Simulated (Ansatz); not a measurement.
Molecular dynamics on a 2×2×2 supercell (24 atoms) of Na2S (antifluorite), relaxed with r2SCAN. Forces come from PBEsol in Ansatz: a Nosé-Hoover thermostat at fixed volume, 800 K, steps of 1 fs. Spin polarisation is off, nuclei are classical, and the run is far too short for thermal averages.

```yaml
crystal:
  lattice:
    - [0.0, 6.5108649016, 6.5108649016]
    - [6.5108649016, 0.0, 6.5108649016]
    - [6.5108649016, 6.5108649016, 0.0]
  atoms:
    - { symbol: S, position: [0.0, 0.0, 0.0] }
    - { symbol: Na, position: [0.125, 0.125, 0.125] }
    - { symbol: Na, position: [0.375, 0.375, 0.375] }
    - { symbol: S, position: [0.0, 0.0, 0.5] }
    - { symbol: Na, position: [0.125, 0.125, 0.625] }
    - { symbol: Na, position: [0.375, 0.375, 0.875] }
    - { symbol: S, position: [0.0, 0.5, 0.0] }
    - { symbol: Na, position: [0.125, 0.625, 0.125] }
    - { symbol: Na, position: [0.375, 0.875, 0.375] }
    - { symbol: S, position: [0.0, 0.5, 0.5] }
    - { symbol: Na, position: [0.125, 0.625, 0.625] }
    - { symbol: Na, position: [0.375, 0.875, 0.875] }
    - { symbol: S, position: [0.5, 0.0, 0.0] }
    - { symbol: Na, position: [0.625, 0.125, 0.125] }
    - { symbol: Na, position: [0.875, 0.375, 0.375] }
    - { symbol: S, position: [0.5, 0.0, 0.5] }
    - { symbol: Na, position: [0.625, 0.125, 0.625] }
    - { symbol: Na, position: [0.875, 0.375, 0.875] }
    - { symbol: S, position: [0.5, 0.5, 0.0] }
    - { symbol: Na, position: [0.625, 0.625, 0.125] }
    - { symbol: Na, position: [0.875, 0.875, 0.375] }
    - { symbol: S, position: [0.5, 0.5, 0.5] }
    - { symbol: Na, position: [0.625, 0.625, 0.625] }
    - { symbol: Na, position: [0.875, 0.875, 0.875] }
kpoints:
  mp_grid: { grid: [2, 2, 2] }
hamiltonian:
  xc: pbesol
scf:
  occupations: { method: fermi_dirac, width: 0.069 }
md:
  ensemble: nvt_nose_hoover
  temperature: 800
  timestep: 1.0
  n_steps: 30
  initial_velocities: maxwell_boltzmann
  seed: 9644
```

Run as `ansatz run input.yaml --threads 4 --pin off --max-ram 3686MiB --backend cpu --events-out ev --progress --plain --runs-dir out`. It took 2.6 min on 4 threads of Arm Neoverse V1 (shared host), load about 1.0 per core; peak host memory 1.9 GiB.

Problem. How do temperature and energy develop?

Solution. The temperature goes from 800 K to 281 K in 30 fs. The thermostat hasn't had time to restore it. The atoms start on their lattice sites with kinetic energy alone, so much of it first passes into potential energy. By the last step the atoms have moved 0.22 Å in the root mean square, the drift of the whole cell taken out, 0.39 Å at most.
```csv
step,t (fs),T (K),free energy F from step 0 (meV/atom),kinetic energy (meV/atom),largest force (eV/Å)
0,0,800,0.0,99.1,0.00
1,1,799,0.1,99.0,0.06
2,2,797,0.4,98.7,0.12
3,3,792,1.0,98.1,0.18
4,4,786,1.7,97.4,0.23
5,5,778,2.7,96.4,0.29
6,6,769,3.8,95.3,0.34
7,7,758,5.2,93.9,0.40
8,8,746,6.7,92.4,0.45
9,9,732,8.5,90.6,0.50
10,10,716,10.4,88.7,0.56
11,11,699,12.5,86.6,0.61
12,12,682,14.7,84.4,0.66
13,13,662,17.1,82.1,0.71
14,14,642,19.6,79.6,0.75
15,15,621,22.2,76.9,0.80
16,16,599,25.0,74.2,0.85
17,17,576,27.8,71.4,0.89
18,18,553,30.7,68.5,0.94
19,19,529,33.7,65.6,0.98
20,20,506,36.7,62.6,1.02
21,21,481,39.7,59.6,1.06
22,22,457,42.8,56.6,1.10
23,23,433,45.8,53.7,1.14
24,24,409,48.7,50.7,1.17
25,25,386,51.7,47.8,1.21
26,26,364,54.5,45.0,1.24
27,27,342,57.3,42.3,1.27
28,28,320,60.0,39.7,1.30
29,29,300,62.5,37.2,1.32
30,30,281,64.9,34.8,1.35
```

Positions (Å) and forces (eV/Å) at step 30:
```
S   -0.077   0.098   0.087     0.167  -0.176  -0.004
Na   1.803   1.738   1.636    -0.400  -0.140  -0.067
Na   4.872   4.902   5.134    -0.190  -0.352  -0.447
S    3.292   3.291   0.008    -0.199   0.126  -0.296
Na   4.723   5.002   1.695     0.322  -0.131  -0.081
Na   8.023   8.003   5.017     0.321   0.099  -0.430
S    3.376   0.038   3.262    -0.654  -0.203  -0.453
Na   4.883   1.441   4.780     0.254   0.571   0.403
Na   8.139   5.024   8.154     0.232  -0.381   0.143
S    6.600   3.114   2.993    -0.684   1.011   0.566
Na   8.089   4.876   4.684     0.056  -0.144   0.236
Na  11.261   8.063   8.384     0.453   0.399  -0.519
S    0.145   3.274   3.256    -0.346  -0.271   0.278
Na   1.851   4.565   4.938    -0.568   0.663  -0.223
Na   4.929   8.235   7.984    -0.118  -0.173   0.238
S    3.056   6.659   3.273     0.610  -0.738   0.263
Na   4.935   8.091   4.945    -0.218   0.215  -0.133
Na   8.138  11.512   8.166     0.010  -0.047  -0.290
S    3.205   3.111   6.603     0.683   0.403  -0.279
Na   5.139   4.931   8.132    -0.757  -0.598   0.712
Na   8.057   8.267  11.117     0.060  -0.306   0.819
S    6.500   6.349   6.623     0.222   0.780  -1.043
Na   8.055   8.211   7.909     0.086  -0.355   0.428
Na  11.201  11.466  11.411     0.658  -0.253   0.178
```
